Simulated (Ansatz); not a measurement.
All numbers below come from Ansatz 0.2.0, DFT PBE, scalar-relativistic, plane waves, PAW. Settings: cutoff 420 eV, Γ-centred meshes spaced at most about 0.3 Å⁻¹, and about 0.25 Å⁻¹ or finer for metals (2π included), Gaussian smearing. No spin polarisation.

These are static total energies at zero pressure.

Question: Order these relaxed structures of La₅O by energy, lowest first, with the energy over the lowest of them.
A.

```
La O
1.0
     0.00000    4.61844    4.61844
     4.61844    0.00000    4.61844
     4.61844    4.61844    0.00000
La O
5 1
Direct
  0.62236 0.62236 0.62236
  0.13292 0.62236 0.62236
  0.62236 0.62236 0.13292
  0.62236 0.13292 0.62236
  0.25000 0.25000 0.25000
  0.00000 0.00000 0.00000
```

B.

```
La O
1.0
     7.78691    0.00000    0.00000
    -3.89345    6.74366    0.00000
     0.00000    0.00000    3.50230
La O
5 1
Direct
  0.74744 0.00000 0.00000
  0.66667 0.33333 0.50000
  0.25256 0.25256 0.00000
  0.33333 0.66667 0.50000
  0.00000 0.74744 0.00000
  0.00000 0.00000 0.50000
```

Answer: B (0 meV/atom), A (897 meV/atom). Forms: B P-62m; A F-43m. Counting La atoms around O (those within 1.25 times the shortest such distance or 1.15 times the sum of covalent radii, 1.27 where that leaves under three; the shortest distance is added where it exceeds 1.18 times the sum of covalent radii): B has O 6; A has O 16 from 3.8 Å. Both come from invented guesses.

A magnetic state wasn't ruled out in cells without spin, among them P-62m, F-43m. Cells relaxed within their symmetry can be saddle points. Some structure types and database cells were kept out of the candidates from the start, so a known form may be missing.
